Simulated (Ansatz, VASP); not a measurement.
## Ge: VASP beside Ansatz

Contents of INCAR:

```
SYSTEM = Ge
  ALGO = Normal
  EDIFF = 1E-6
  ENCUT = 520
  GGA = CA
  ISIF = 2
  ISMEAR = 0
  LASPH = .TRUE.
  LCHARG = .TRUE.
  LELF = .TRUE.
  LREAL = .FALSE.
  LVHAR = .TRUE.
  LWAVE = .FALSE.
  NBANDS = 21
  NELM = 100
  PREC = Accurate
  SIGMA = 0.15
```

KPOINTS

```
k-points
0
G
  20 20 12
  0 0 0
```

File POSCAR:

```
Ge
1.0
    1.4003114153     -2.4416964068      0.0000000000
    1.4003114153      2.4416964068      0.0000000000
    0.0000000000      0.0000000000      5.3386055621
Ge
2
Direct
    0.6665533700      0.3334466300      0.2500000000
    0.3334466300      0.6665533700      0.7500000000
```

Input for Ansatz:

```yaml
crystal:
  lattice:
    - [1.4003114153, -2.4416964068, 0.0]
    - [1.4003114153, 2.4416964068, 0.0]
    - [0.0, 0.0, 5.3386055621]
  atoms:
    - { symbol: Ge, position: [0.66655337, 0.33344663, 0.25] }
    - { symbol: Ge, position: [0.33344663, 0.66655337, 0.75] }
basis:
  ecutwfc: 420
kpoints:
  mp_grid: { grid: [20, 20, 12] }
hamiltonian:
  xc: lda
scf:
  occupations: { method: gaussian, width: 0.15 }
output:
  forces: true
  stress: true
  eigenvalues: true
```

Alike in both runs: task single point; functional LDA; k mesh 20 × 20 × 12; occupations gaussian, width 0.15 eV; no spin polarisation.

|  | VASP | Ansatz |
| --- | --- | --- |
| version | VASP 6.6.1 | Ansatz 0.2.0 |
| potentials or method | VASP PAW LDA potentials, release 64 (Ge_d) | scalar-relativistic, plane waves, PAW |
| plane-wave cutoff (eV) | 520 | 420 |
| valence electrons in the cell | 28 | 28 |

```tsv
	VASP	Ansatz	Ansatz less VASP
gap on the k mesh at the Fermi level (eV)	none	none	-
pressure (GPa)	0.1	0.1	+0.01
largest component of the traceless stress (GPa)	5.03	4.98	-0.054
```

A gap of «none» marks a metal or a gap that the smearing closes.
